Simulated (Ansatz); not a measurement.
# How many bands does the GW gap of BP (honeycomb multilayer) need?

How do accuracy and time trade against each other in G0W0 on BP (honeycomb multilayer)?

Method: G0W0 on PBE, plane waves, PAW; PAW set soft_1, in Ansatz 0.2.0.

### Step 1. Set-up

The cell holds 6 atoms: 3 B and 3 P. Cell: a = 3.202 Å, b = 3.202 Å, c = 38.700 Å, α = 90.0°, β = 90.0°, γ = 120.0°. Regions: layer 1 (BP-hc), 2 atoms (1 B and 1 P); layer 2 (BP-hc), 2 atoms (1 B and 1 P); layer 3 (BP-hc), 2 atoms (1 B and 1 P). Vacuum lies along c.

The structure was relaxed with PBE-D3(BJ). The runs that relaxed it are not among those shown. The Coulomb interaction is cut off across the vacuum.

### Step 2. 168 empty bands, screening to 36 eV

Now the one-shot GW correction: screening in the RPA, then the self-energy of the levels asked for. This step takes PAW set soft_1 files.

input.yaml

```yaml
crystal:
  lattice:
    - [3.2018234382, 0.0, 0.0]
    - [-1.6009117191, 2.7728604359, 0.0]
    - [0.0, 0.0, 38.7]
  atoms:
    - { symbol: B, position: [0.3333333333, 0.6666666667, 0.3999521592] }
    - { symbol: P, position: [0.6666666667, 0.3333333333, 0.3999618847] }
    - { symbol: B, position: [0.6666666667, 0.3333333333, 0.5] }
    - { symbol: P, position: [0.3333333333, 0.6666666667, 0.5] }
    - { symbol: B, position: [0.3333333333, 0.6666666667, 0.6000478408] }
    - { symbol: P, position: [0.6666666667, 0.3333333333, 0.6000381153] }
  periodic: [true, true, false]
kpoints:
  mp_grid: { grid: [6, 6, 1] }
hamiltonian:
  xc: pbe
  pseudopotentials: { kind: paw, azcp: { folder: soft_1 } }
scf:
  occupations: { method: fixed }
gw:
  n_empty_bands: 168
  ecut_chi: 36
  qp_bands: [v2, c2]
  qp_kpoints: band_edges
  screening: { model: contour_deformation }
```

The run is started by

```
> ansatz run input.yaml --threads 8 --pin off --max-ram 17510MiB --backend cpu --events-out ev --progress --plain --runs-dir out
```

Numbers of over 12 decimals in the logs are rounded to 6 here.

The log of the run:

```text
Engine: ansatz 0.2.0, aarch64-unknown-linux-gnu
Pseudopotentials: kind: paw
Pseudopotential: B, paw, valence charge 3, recommended cutoff 420 eV (normal), soft_1/B.paw.azcp
Pseudopotential: P, paw, valence charge 5, recommended cutoff 420 eV (normal), soft_1/P.paw.azcp
Functional definition: PBE
  parameter kappa = 0.804
  parameter beta = 0.066725
  exchange = pbe_x(kappa = kappa, mu = beta*pi^2/3)
  correlation = pbe_c(beta = beta)
Crystal: 6 atoms, lattice volume = 343.587 Å³
Basis set: ecut = 420 eV, 6801 PW (Γ)
Bands: 18, of which v1, the nominal top of the filled ones, is band 12 counted from 1 (11 counted from 0)
Symmetry: 12 space group operations
Space group: P-6m2 (ITA 187), of the structure as read, at distance tolerance 7.0e-5 Å
k-points: 7 of 36 (time reversal used)
Non-local potential: B, projectors of the file, l = 0: 2, l = 1: 2, l = 2: 1
Non-local potential: P, projectors of the file, l = 0: 2, l = 1: 2, l = 2: 1
PAW form: soft (Blöchl's): semilocal exchange-correlation on the pseudo side does not see the compensation charge
PAW one-centre angular grid: B, 110 points (default); XC on 64 Gauss nodes
PAW one-centre angular grid: P, 110 points (default); XC on 64 Gauss nodes
Initial density: superposition of atomic densities (neutral atoms: chi_scale 0, normalization atom)
Initial wavefunctions: pseudopotential atomic-orbital guess
Functional: x = pbe(κ = 0.804, μ = 0.219515), c = pbe(β = 0.066725)
SCF iter   1: F=—  HF=-2737.389194 eV  |F-HF|=—  |Δ(HF+E_count)|=         —  Δρ=4.22e-2  dr2=7.29e0  ethr=3.10e-3  ⟨swp⟩=7.4  Hψ=906  notcnv=0  defer=16
preconditioner: auto → Resta (q_TF=auto, 1.751 Å⁻¹)  ε∞=1.9  [insulator: Δε(μ)=0.004 eV  Ē_g=10.166 eV  n_scr=20 (ndim 8)  ℏωp=9.8 eV  f_vac=0.672  ε∞_Penn≈1.9  vacuum switching on, ρ_ref=7.5e-3 e/Å³]
SCF iter   2: F=—  HF=-2735.237390 eV  |F-HF|=—  |Δ(HF+E_count)|=    2.15e0  Δρ=1.68e-2  dr2=8.61e-1  ethr=3.10e-3  ⟨swp⟩=4.6  Hψ=391  notcnv=0  defer=21
SCF iter   3: F=—  HF=-2734.993170 eV  |F-HF|=—  |Δ(HF+E_count)|=   2.44e-1  Δρ=6.02e-3  dr2=1.03e-1  ethr=3.10e-3  ⟨swp⟩=3.1  Hψ=247  notcnv=0  defer=24
SCF iter   4: F=—  HF=-2734.972442 eV  |F-HF|=—  |Δ(HF+E_count)|=   2.07e-2  Δρ=9.01e-4  dr2=2.01e-3  ethr=4.28e-4  ⟨swp⟩=4.3  Hψ=334  notcnv=0  defer=27
SCF iter   5: F=—  HF=-2734.973942 eV  |F-HF|=—  |Δ(HF+E_count)|=   1.50e-3  Δρ=1.93e-4  dr2=3.22e-4  ethr=8.36e-6  ⟨swp⟩=3.9  Hψ=273  notcnv=0  defer=28
SCF iter   6: F=—  HF=-2734.973937 eV  |F-HF|=—  |Δ(HF+E_count)|=   5.40e-6  Δρ=7.67e-5  dr2=3.28e-5  ethr=1.34e-6  ⟨swp⟩=3.9  Hψ=252  notcnv=0  defer=28
SCF iter   7: F=—  HF=-2734.973952 eV  |F-HF|=—  |Δ(HF+E_count)|=   1.55e-5  Δρ=2.53e-5  dr2=3.64e-6  ethr=1.37e-7  ⟨swp⟩=3.0  Hψ=234  notcnv=0  defer=28
SCF iter   8: F=—  HF=-2734.973952 eV  |F-HF|=—  |Δ(HF+E_count)|=   1.70e-7  Δρ=7.07e-6  dr2=1.63e-7  ethr=1.52e-8  ⟨swp⟩=3.3  Hψ=256  notcnv=0  defer=28
SCF iter   9: F=-2734.973952 eV  HF=-2734.973952 eV  |F-HF|=2.50e-8  |Δ(HF+E_count)|=   3.92e-8  Δρ=2.37e-6  dr2=1.59e-8  ethr=4.17e-10  ⟨swp⟩=21.3  Hψ=988  notcnv=0
SCF 1 converged in 9 iterations: F = -2734.973952 eV  dr2 = 1.59e-8
  greatest PAW one-centre occupation: 0.768 electrons in one spin orbital (limit 2), on the P atom at site 3 (counted from 0), in its partial waves of l = 0
NSCF: frozen V_eff on 7 k-points
G₀W₀ screening: q 1/7
[... further progress lines ...]
SCF converged after 9 iterations
Free energy (F): -2734.973952 eV
Harris-Foulkes:  -2734.973952 eV  (|F-HF|=2.50e-8)
Internal energy: -2734.973952 eV  (E = F + TS)
E sigma→0 (E₀):  -2734.973952 eV
Fermi energy:    -5.146090 eV
--- Per-component energies (eV) ---
  E_band       = -268.318278
  E_kinetic    = 354.118384
  E_local      = -35588.986980  (includes V_loc(G=0)·N_el)
  E_nonlocal   = 122.272516
  E_hartree    = 17585.812147
  E_xc         = -315.624758
  E_vxc        = -296.388874  (∫ρ·V_xc dr)
  E_paw        = -1909.269466  (= ΣΔE_a)
  E_vpaw       = -30.954592  (= ΣTr[D̂ρ^β])
  E_aug_tail   = 0.000016  (compensation charges beyond the density's cutoff)
  E_ewald      = 17016.704188
  E_smearing   = -0.000000  (= −TS)
  E_closure    = 0.000000  (closes the sum)
  Σ components = -2734.973952   (vs F -2734.973952, Δ=0.00e0)
--- Band table (eV; the first three rows and the last of 7) ---
  k-point 0: bands = [... 8 lower, -6.7919, -6.7919, -6.7675, -6.7675, -1.4384 (-1.4384°), -0.9131 (-0.9137°), -0.5108, -0.5108, ... 2 higher]
  k-point 1: bands = [... 8 lower, -8.1765, -7.5046, -7.4739, -7.4454, -1.2500 (-1.2500°), -1.1227 (-1.1227°), -1.0792 (-1.0792°), -0.7747 (-0.7748°), ... 2 higher]
  k-point 2: bands = [... 8 lower, -8.3923, -8.1640, -7.5736, -6.9087, -2.1364, -2.0620, -1.9357, -1.8440, ... 2 higher]
  k-point 6: bands = [... 8 lower, -11.3863, -5.3964, -5.3811, -5.1461, -4.2933, -4.0152, -3.9841, 0.3154, ... 2 higher]
  ° read free of the cell's end (the report's vacuum.weakly_bound_levels)
--- G₀W₀: contour deformation, 6 samples at zero and on the imaginary axis and 1 off it, 36 q-points, 168 empty bands' worth ---
  eigenvalues of the whole cell's RPA ε∞ on this k-mesh (on a slab, of 1 + 4πα/V) = 1.2314, 7.3698, 7.3698; static W/v taken at q = 0 is 0.303185
  bands read: the sum over 180 bands ends inside a degenerate multiplet in 1 slot, whose members it reads at an even weight; the widest, k=0: bands 180 to 181 (counted from 1) at 1/2 each
  gw.qp_kpoints: band_edges: 5 of 7 stored k-points solved, in 2 passes; an edge of the gap read off the rows below is read off those points alone
    valence top: of the k-points left out ik 2 came nearest to being solved in a further pass, in band 12 (counted from 1, as in the quasiparticle table): it holds the edge there only if its correction is more favourable than any solved in that band by at least 1.731 eV; those differ by 0.078 eV
    conduction bottom: of the k-points left out ik 2 came nearest to being solved in a further pass, in band 14 (counted from 1, as in the quasiparticle table): it holds the edge there only if its correction is more favourable than any solved in that band by at least 1.784 eV; those differ by 0.705 eV
  `?` marks the rows in doubt; gw_qp.tsv's column doubts and the gw_qp event give each row's grounds
    ik  band        ε_KS         Σx   Σc(E_QP)       V_xc       Z   E_QP_lin       E_QP  E_QP is
     0    11     -6.7675   -17.8091     2.7447   -15.1993  0.6659    -6.6345    -6.6327  root
     0    12     -6.7675   -17.8091     2.7447   -15.1993  0.6659    -6.6345    -6.6327  root
     0    13     -1.4384    -2.8434    -3.1241    -5.9913  0.7251    -1.4145    -1.4146  root
     0    14     -0.9131    -1.7797    -2.4976    -4.2901  0.7258    -0.9003    -0.9003  root
     1    11     -7.4739   -17.7759     2.9256   -14.9257  0.6486    -7.3992    -7.3985  root
     1    12     -7.4454   -17.7964     2.9247   -14.9611  0.6552    -7.3567    -7.3558  root
     1    13     -1.2500    -6.7358    -4.2600   -11.6538  0.6728    -0.4985    -0.5920  root
     1    14     -1.1227    -7.5465    -4.5388   -12.8029  0.6571    -0.2390    -0.4051  root ?
     3    11     -6.2225   -13.6993     1.6431   -12.0456  0.6350    -6.2330    -6.2330  root
     3    12     -5.6757   -14.0756     1.4432   -12.6888  0.6648    -5.6197    -5.6194  root
     3    13     -4.2584    -6.8462    -3.1172   -10.3884  0.6835    -3.8104    -3.8334  root
     3    14     -3.7111    -7.1908    -3.2681   -10.9280  0.6550    -3.2097    -3.2420  root
     5    11     -6.4033   -13.4745     1.6325   -11.8217  0.6227    -6.4236    -6.4235  root
     5    12     -5.8051   -13.7969     1.3505   -12.5042  0.6636    -5.7476    -5.7473  root
     5    13     -3.6276    -7.3160    -3.2727   -11.0817  0.6722    -3.0988    -3.1346  root
     5    14     -3.1291    -7.5588    -3.4895   -11.5758  0.6433    -2.5556    -2.6015  root
     6    11     -5.3811   -12.8796     0.8209   -12.1116  0.6593    -5.3285    -5.3282  root
     6    12     -5.1461   -13.5602     0.9014   -12.7619  0.6682    -5.0439    -5.0430  root
     6    13     -4.2933    -7.6770    -2.8682   -11.0376  0.6709    -3.7663    -3.8009  root
     6    14     -4.0152    -8.6341    -2.7158   -11.8359  0.6746    -3.4964    -3.5292  root
```

Elapsed: 22 s, on 8 threads of Arm Neoverse V1, shared host; peak memory 2.3 GiB; 2.7 min of CPU time.

Reading the cycles: dr2 is the Hartree energy of the density residual (eV), the measure of convergence; HF is the Harris–Foulkes estimate of the energy, which meets the free energy F at convergence.

Numbers from this step:

```yaml
bands_summed: 180
plane_waves_in_the_screening_matrix: 187
q_points_in_the_mesh: 36
g0w0_gap_on_the_mesh: 1.210 eV
k_of_the_valence_top: 0.3333, 0.3333, 0
k_of_the_conduction_bottom: 0, -0.5, 0
starting_gap_on_the_mesh: 0.8528 eV
z_at_the_valence_top: 0.6682
z_at_the_conduction_bottom: 0.6835
least_direct_g0w0_gap_on_the_computed_points: 1.242 eV
```

The gap on the mesh goes from 0.85 eV to 1.21 eV, a correction of +0.36 eV, though a band edge has moved to another state.

### Step 3. 408 empty bands, screening to 65 eV

Bands and screening cutoff are moved together, since each hides the error of the other.

input.yaml: that of step 2 with these lines changed.

```diff
@@ -20,5 +20,6 @@
   occupations: { method: fixed }
+  convergence: { dr2_threshold: 1.0e-10 }
 gw:
-  n_empty_bands: 168
-  ecut_chi: 36
+  n_empty_bands: 408
+  ecut_chi: 65.0
   qp_bands: [v2, c2]
```

The log of the run:

```text
[...]
Crystal: 6 atoms, lattice volume = 343.587 Å³
Basis set: ecut = 420 eV, 6801 PW (Γ)
Bands: 18, of which v1, the nominal top of the filled ones, is band 12 counted from 1 (11 counted from 0)
Symmetry: 12 space group operations
[...]
k-points: 7 of 36 (time reversal used)
[...]
SCF iter   1: F=—  HF=-2737.389194 eV  |F-HF|=—  |Δ(HF+E_count)|=         —  Δρ=4.22e-2  dr2=7.29e0  ethr=3.10e-3  ⟨swp⟩=7.4  Hψ=906  notcnv=0  defer=16
[...]
SCF iter  11: F=-2734.973952 eV  HF=-2734.973952 eV  |F-HF|=2.18e-11  |Δ(HF+E_count)|=  5.28e-10  Δρ=6.74e-8  dr2=1.96e-11  ethr=1.00e-12  ⟨swp⟩=22.7  Hψ=1058  notcnv=0
SCF 1 converged in 11 iterations: F = -2734.973952 eV  dr2 = 1.96e-11
[...]
NSCF: frozen V_eff on 7 k-points
G₀W₀ screening: q 1/7
[... further progress lines ...]
SCF converged after 11 iterations
Free energy (F): -2734.973952 eV
[...]
Internal energy: -2734.973952 eV  (E = F + TS)
E sigma→0 (E₀):  -2734.973952 eV
Fermi energy:    -5.146046 eV
[...]
--- Band table (eV; the first three rows and the last of 7) ---
  k-point 0: bands = [... 8 lower, -6.7918, -6.7918, -6.7674, -6.7674, -1.4383 (-1.4383°), -0.9130 (-0.9136°), -0.5107, -0.5107, ... 2 higher]
  k-point 1: bands = [... 8 lower, -8.1764, -7.5045, -7.4738, -7.4453, -1.2499 (-1.2499°), -1.1226 (-1.1226°), -1.0791 (-1.0791°), -0.7746 (-0.7747°), ... 2 higher]
  k-point 2: bands = [... 8 lower, -8.3922, -8.1640, -7.5735, -6.9087, -2.1363, -2.0619, -1.9356, -1.8439, ... 2 higher]
  k-point 6: bands = [... 8 lower, -11.3862, -5.3964, -5.3810, -5.1460, -4.2933, -4.0151, -3.9840, 0.3156, ... 2 higher]
  ° read free of the cell's end (the report's vacuum.weakly_bound_levels)
[...]
0    11     -6.7674   -17.8091     2.4251   -15.1993  0.6616    -6.9560    -6.9521  root
     0    12     -6.7674   -17.8091     2.4251   -15.1993  0.6616    -6.9560    -6.9521  root
     0    13     -1.4383    -2.8434    -3.1870    -5.9911  0.7243    -1.4773    -1.4775  root
     0    14     -0.9130    -1.7797    -2.5494    -4.2900  0.7258    -0.9520    -0.9523  root
     1    11     -7.4738   -17.7759     2.6306   -14.9257  0.6450    -7.6997    -7.6934  root
     1    12     -7.4453   -17.7963     2.6247   -14.9611  0.6517    -7.6613    -7.6558  root
     1    13     -1.2499    -6.7357    -4.4393   -11.6537  0.6667    -0.7367    -0.7712  root
     1    14     -1.1226    -7.5465    -4.6974   -12.8028  0.6497    -0.5046    -0.5637  root
[...]
6    11     -5.3810   -12.8796     0.5964   -12.1116  0.6527    -5.5559    -5.5526  root
     6    12     -5.1460   -13.5602     0.6588   -12.7618  0.6607    -5.2874    -5.2856  root
     6    13     -4.2933    -7.6770    -3.1125   -11.0377  0.6648    -4.0388    -4.0451  root
     6    14     -4.0151    -8.6341    -2.9812   -11.8359  0.6676    -3.7898    -3.7946  root
```

Wall time 1.7 min (8 threads); peak memory 6.2 GiB; 13 min of CPU time.

Numbers from this step:

```
bands summed                                 : 420
plane waves in the screening matrix          : 399
q-points in the mesh                         : 36
G0W0 gap on the mesh                         : 1.240 eV
k of the valence top                         : 0.3333, 0.3333, 0
k of the conduction bottom                   : 0, -0.5, 0
starting gap on the mesh                     : 0.8528 eV
Z at the valence top                         : 0.6607
Z at the conduction bottom                   : 0.6783
least direct G0W0 gap on the computed points : 1.240 eV
```

Against the run with 6×6×1 mesh, 168 empty bands, screening to 36 eV, PAW set soft_1 files, the gap moves by +0.03 eV.

### Step 4. Side by side

Times are wall times on 8 threads of Arm Neoverse V1, shared host, good to a factor of about two.

```tsv
mesh	files	frequency	bands summed	cutoff (eV)	start (eV)	G0W0 (eV)	time	host memory (GiB)
6×6×1	PAW set soft_1	contour deformation	180	36	0.853	1.210	22 s	2.3
6×6×1	PAW set soft_1	contour deformation	420	65	0.853	1.240	1.7 min	6.2
```

How the two edges are built up, in eV (the quasiparticle level is the starting level plus Σx plus Σc less Vxc):

```tsv
run	edge	start	Σx	Σc	Vxc	Z	QP
180 bands	valence top	-5.15	-13.56	0.90	-12.76	0.67	-5.04
180 bands	conduction bottom	-4.26	-6.85	-3.12	-10.39	0.68	-3.83
420 bands	valence top	-5.15	-13.56	0.66	-12.76	0.66	-5.29
420 bands	conduction bottom	-4.26	-6.85	-3.33	-10.39	0.68	-4.05
```

 Where G0W0 reorders the edges (180 bands and 420 bands), the two states listed lie further apart at the start than the starting gap.

### Step 5. Results

* 180 bands, 36 eV: 1.210 eV
* 420 bands, 65 eV: 1.240 eV
* mesh and start: 6×6×1, PBE

**Reading.** From 180 to 420 bands the gap moves by +0.03 eV while the time grows 4.7-fold. Σc changes by −0.24 eV at the valence top and −0.21 eV at the conduction bottom, so the levels themselves move more than the gap between them. The states at the edges change along the series or lie close to crossing, so no limit is drawn from it. The 6×6×1 mesh misses a band edge: over a band path and its finer mesh (run apart) the PBE gap is 0.81 eV, so the G0W0 gap over the zone may lie about 0.04 eV below its value on the mesh. The mesh in the plane is coarse for a sheet; gap and any exciton binding can still move on denser ones.

[Paths, hosts, dates, memory and timing lines, banners, echoed tables and standing remarks are left out of the program output.]

[Logs are printed without paths, hosts, clocks, repeated set-up lines and the standing remarks that a program may print on its own settings, such as how far it seeks lower states.]

[Runs of the session that timed out or met a known fault of the program may be left out.]

[Cells called generated may have been cut or substituted from an entry of the Crystallography Open Database or the Materials Project.]

[Hosts, paths, dates, database ids (printed as entryN), source tags and the programs' standing remarks are cut or masked in the printed files.]
